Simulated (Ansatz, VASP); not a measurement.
Given: the input of a run of Ansatz 0.2.0 on BAs. 

Contents of input.yaml:

```yaml
crystal:
  lattice:
    - [0.0, 2.3885, 2.3885]
    - [2.3885, 0.0, 2.3885]
    - [2.3885, 2.3885, 0.0]
  atoms:
    - { symbol: As, position: [0.75, 0.75, 0.75] }
    - { symbol: B, position: [0.0, 0.0, 0.0] }
hamiltonian:
  xc: lda
  pseudopotentials: { kind: paw }
kpoints:
  mp_grid: { grid: [10, 10, 10] }
scf:
  occupations: { method: fermi_dirac, width: 0.05 }
output:
  forces: true
  stress: true
  write_density: true
  write_potential: true
  elf: true
  volumetric_format: npy
relax:
  f_tol: 0.01
  max_steps: 40
  cell: { stress_tol: 0.05 }
```

Potentials or basis: Ansatz PAW.

Run with:

```sh
$ ansatz run input.yaml --threads 2 --pin off --max-ram 5632MiB --backend cpu --events-out ev --progress --plain --runs-dir out
```

**Question.** What does the same run look like in VASP 6.6.1? Potentials or basis there: LDA PAW files As, B, 600 eV.

**Answer.** As run (cutoffs and basis follow the program's own potentials, and thresholds, step limits or extra output files can differ):

File INCAR:

```
SYSTEM = BAs
ALGO = Fast
EDIFF = 1E-6
EDIFFG = -0.005
ENCUT = 600
IBRION = 2
ISIF = 3
ISMEAR = -1
LASPH = .TRUE.
LCHARG = .FALSE.
LREAL = .FALSE.
LWAVE = .FALSE.
NELM = 100
NSW = 60
PREC = Accurate
SIGMA = 0.05
```

Contents of KPOINTS:

```
k-points
0
G
  10 10 10
  0 0 0
```

File POSCAR:

```
BAs
1.0
    0.0000000000      2.3885000000      2.3885000000
    2.3885000000      0.0000000000      2.3885000000
    2.3885000000      2.3885000000      0.0000000000
As B
1 1
Direct
    0.7500000000      0.7500000000      0.7500000000
    0.0000000000      0.0000000000      0.0000000000
```

Potentials or basis: VASP PAW LDA potentials, release 64 (As, B).

Run with:

```bash
$ cat potpaw_LDA.64/As/POTCAR potpaw_LDA.64/B/POTCAR > POTCAR
$ mpirun -np 1 vasp_std > vasp.out
```

Both were run:

|  | Ansatz | VASP |
| --- | --- | --- |
| Relaxed volume | 13.24 Å³/atom | 13.33 Å³/atom |
| Relaxed cell | a = 3.346 Å, b = 3.346 Å, c = 3.346 Å, α = 60.00°, β = 60.00°, γ = 60.00° | a = 3.353 Å, b = 3.353 Å, c = 3.353 Å, α = 60.00°, β = 60.00°, γ = 60.00° |
| Space group after relaxing | F-43m (No. 216) | F-43m (No. 216) |
| Pressure after relaxing | 0.0 GPa | 0.0 GPa |

Ansatz's pressure holds a Pulay term of +0.12 GPa for its cutoff of 420 eV, which the other run lacks.

The potentials hold 18 and 8 valence electrons a cell.

Ansatz's potentials were made for PBE.

Where Ansatz's input types no cutoff or centring, it takes its own default and a Γ-centred mesh.

The two programs' LDA may be different fits to the electron gas.

Pressure is positive in compression.
